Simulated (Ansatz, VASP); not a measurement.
**One calculation of Si, two programs**

```
Si
1.0
     0.00000    2.71692    2.71692
     2.71692    0.00000    2.71692
     2.71692    2.71692    0.00000
Si
2
Direct
  0.75000 0.75000 0.75000
  0.50000 0.50000 0.50000
```

Alike in both runs: functional PBEsol; k mesh 12 × 12 × 12; occupations gaussian, width 0.02 eV; no spin polarisation.

Ansatz relaxed the structure, and its values are those at the end. VASP's run is a single point on that final structure, the one shown.

|  | VASP | Ansatz |
| --- | --- | --- |
| version | VASP 6.6.1 | Ansatz 0.2.0 |
| potentials or method | VASP PAW PBE potentials, release 64 (Si) | scalar-relativistic, plane waves, PAW |
| plane-wave cutoff (eV) | 520 | 420 |
| valence electrons in the cell | 8 | 8 |

|  | VASP | Ansatz | Ansatz less VASP |
| --- | --- | --- | --- |
| gap on the k mesh at the Fermi level (eV) | 0.46 | 0.46 | +0.005 |
| least direct gap on the mesh (eV) | 2.52 | 2.52 | +0.003 |
| pressure (GPa) | 0.1 | 0.0 | -0.11 |

Caveats: the PAW data sets were made with another functional, which shifts forces and pressure a little (VASP).
